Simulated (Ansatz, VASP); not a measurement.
## AlN: VASP beside Ansatz

```
Al N
1.0
     3.12976    0.00000    0.00000
    -1.56488    2.71045    0.00000
     0.00000    0.00000    5.01740
Al N
2 2
Direct
  0.66667 0.33333 0.49924
  0.33333 0.66667 0.99924
  0.66667 0.33333 0.88076
  0.33333 0.66667 0.38076
```

The cell is a database's computed one.

Alike in both runs: task single point; functional PBE; k mesh 10 × 10 × 6; occupations fermi-dirac, width 0.01 eV; no spin polarisation.

|  | VASP | Ansatz |
| --- | --- | --- |
| version | VASP 6.6.1 | Ansatz 0.2.0 |
| potentials or method | VASP PAW PBE potentials, release 64 (Al, N) | plane-wave PAW DFT |
| plane-wave cutoff (eV) | 520 | 420 |
| valence electrons in the cell | 16 | 16 |

|  | VASP | Ansatz | Ansatz less VASP |
| --- | --- | --- | --- |
| gap on the k mesh at the Fermi level (eV) | 4.05 | 4.04 | -0.009 |

With one functional, cell and mesh, what is left measures potentials, basis and numerics.

A k mesh can miss the band edges. A hybrid or GW would open this gap; PBE tends to underestimate it.
